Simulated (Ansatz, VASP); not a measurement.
One calculation of HfSi, two programs

File INCAR:

```
  ALGO = Normal
  EDIFF = 1E-8
  ENCUT = 520
  GGA = PS
  ISIF = 2
  ISMEAR = -1
  LASPH = True
  LCHARG = False
  LEFG = True
  LREAL = False
  LWAVE = False
  NBANDS = 22
  NELM = 100
  PREC = Accurate
  SIGMA = 0.05
```

KPOINTS

```
k-points
0
Gamma
  10 10 6
```

Contents of POSCAR:

```
HfSi
1.0
    3.6893277788      0.0000000000      0.0000000000
   -1.8446638894      3.1950515794      0.0000000000
    0.0000000000      0.0000000000      6.6148313785
Hf Si
2 2
Direct
    0.0000000000      0.0000000000      0.0000000000
    0.0000000000      0.0000000000      0.5000000000
    0.3333333333      0.6666666667      0.2500000000
    0.6666666667      0.3333333333      0.7500000000
```

Input for Ansatz:

```yaml
crystal:
  lattice:
    - [3.6893277788, 0.0, 0.0]
    - [-1.8446638894, 3.1950515794, 0.0]
    - [0.0, 0.0, 6.6148313785]
  atoms:
    - { symbol: Hf, position: [0.0, 0.0, 0.0] }
    - { symbol: Hf, position: [0.0, 0.0, 0.5] }
    - { symbol: Si, position: [0.3333333333, 0.6666666667, 0.25] }
    - { symbol: Si, position: [0.6666666667, 0.3333333333, 0.75] }
kpoints:
  mp_grid: { grid: [10, 10, 6] }
  band_path:
    path:
      - [0.0, 0.0, 0.0]
      - [0.5, 0.0, 0.0]
      - [0.3333333333, 0.3333333333, 0.0]
      - [0.0, 0.0, 0.0]
      - [0.0, 0.0, 0.5]
      - [0.5, 0.0, 0.5]
      - [0.3333333333, 0.3333333333, 0.5]
      - [0.0, 0.0, 0.5]
      - [0.5, 0.0, 0.5]
    npoints: 8
scf:
  occupations: { method: fermi_dirac, width: 0.05 }
hamiltonian:
  xc: pbesol
  pseudopotentials: { kind: all_electron, datasets: crystal }
output:
  forces: true
  stress: true
  eigenvalues: true
  efg: { contact_densities: true }
```

Alike in both runs: task electric field gradients; functional PBEsol; k mesh 10 × 10 × 6; occupations fermi-dirac, width 0.05 eV; no spin polarisation.

```csv
,VASP,Ansatz
version,VASP 6.6.1,Ansatz 0.2.0
potentials or method,"VASP PAW PBE potentials, release 64 (Hf_pv, Si)","all-electron PAW with datasets made for the crystal, scalar-relativistic"
plane-wave cutoff (eV),520,see its input
```

```tsv
	VASP	Ansatz	Ansatz less VASP
pressure (GPa)	0.1	0.0	-0.08
Vzz of the field gradient on the site that differs most (V/Å²)	-243.4	-297.5	-54.12
```

Ansatz ran all-electron here, so the differences hold the error of VASP's frozen core and of both bases. Ansatz warned: «gradients_without_spin_orbit».

Caveats: the PAW data sets were made with another functional, which shifts forces and pressure a little (VASP). The runs have no spin-orbit coupling, so splittings on Hf are missing.
